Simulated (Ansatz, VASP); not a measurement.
One calculation of SiC3, two programs

```xyz
4
Lattice="2.8047 0.0000 0.0000 0.0000 2.8047 0.0000 0.0000 0.0000 4.1121" Properties=species:S:1:pos:R:3 pbc="T T T"
Si    1.4023    1.4023    0.0000
C     0.0000    1.4023    1.1842
C     1.4023    0.0000    2.9279
C     0.0000    0.0000    2.0561
```

Alike in both runs: task relaxation of cell and atoms; functional PBE; k mesh 10 × 10 × 8; occupations gaussian, width 0.02 eV; no spin polarisation.

|  | VASP | Ansatz |
| --- | --- | --- |
| version | VASP 6.6.1 | Ansatz 0.2.0 |
| potentials or method | VASP PAW PBE potentials, release 64 (Si, C) | scalar-relativistic, plane waves, PAW |
| plane-wave cutoff (eV) | 600 | 420 |
| valence electrons in the cell | 16 | 16 |

Ansatz gave:

* gap on the k mesh at the Fermi level, each at its own relaxed structure (eV): 1.37
* relaxed volume (Å³/atom): 8.07
* relaxed cell length with the largest relative difference (Å): 4.112

Question: Which values does VASP return?

Answer: gap on the k mesh at the Fermi level, each at its own relaxed structure (eV): 1.37; relaxed volume (Å³/atom): 8.07; relaxed cell length with the largest relative difference (Å): 4.110.

A k mesh can miss the band edges.
